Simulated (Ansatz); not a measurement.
The system is Ge.

```
Ge
1.0
    -2.57449    2.57449    1.39741
     2.57449   -2.57449    1.39741
     2.57449    2.57449   -1.39741
Ge
2
Direct
  0.50000 0.50000 0.00000
  0.25000 0.75000 0.50000
```

This isn't the form of Ge at room conditions, which is diamond.

| Property | Result |
| --- | --- |
| Program | Ansatz 0.2.0 |
| Task | relaxation of cell and atoms |
| Functional | BLYP |
| Dispersion | D3(BJ) |
| Potentials or basis | all-electron LAPW, scalar-relativistic |
| Basis error allowed | 0.001 eV/atom |
| k mesh | 11 × 11 × 11 |
| Occupations | fermi-dirac, width 0.05 eV |
| Spin | no spin polarisation |

At the start: volume 18.52 Å³/atom.

Task: Where does the relaxation end?

Result: Over 6 steps the energy falls by 5.3 meV/atom and the volume is 19.20 Å³/atom (+3.7 %); space group I4_1/amd (No. 141, to 0.05 Å).

Step by step:
```
step  energy change (eV)  largest force (eV/Å)  volume (Å³)
   1              0.0000                0.0000        37.05
   2             -0.0103                0.0000        38.63
   3             -0.0106                0.0000        38.42
   4             -0.0107                0.0000        38.40
   5             -0.0107                0.0000        38.40
   6             -0.0107                0.0000        38.40
```

Final structure:
```
Ge
1.0
    -2.60761    2.60761    1.41202
     2.60761   -2.60761    1.41202
     2.60761    2.60761   -1.41202
Ge
2
Direct
  0.50000 0.50000 0.00000
  0.25000 0.75000 0.50000
```
